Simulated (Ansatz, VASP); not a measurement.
## Ca: VASP beside Ansatz

```
Ca
1.0
     3.83761    0.00000    0.00000
    -1.91880    3.32347    0.00000
     0.00000    0.00000    6.39305
Ca
2
Cartesian
  0.0000 2.2156 1.5983
  1.9188 1.1078 4.7948
```

Alike in both runs: functional PBEsol; k mesh 10 × 10 × 5; occupations fermi-dirac, width 0.05 eV; no spin polarisation.

Ansatz relaxed the structure, and its values are those at the end. VASP's run is a single point on that final structure, the one shown.

|  | VASP | Ansatz |
| --- | --- | --- |
| version | VASP 6.6.1 | Ansatz 0.2.0 |
| potentials or method | VASP PAW PBE potentials, release 64 (Ca_sv), cutoff 520 eV | all-electron LAPW, scalar-relativistic |

|  | VASP | Ansatz | Ansatz less VASP |
| --- | --- | --- | --- |
| pressure (GPa) | 0.0 | 0.0 | -0.01 |

Ansatz ran all-electron here, so the differences hold the error of VASP's frozen core and of both bases.

Caveats: the PAW data sets were made with another functional, which shifts forces and pressure a little (VASP).
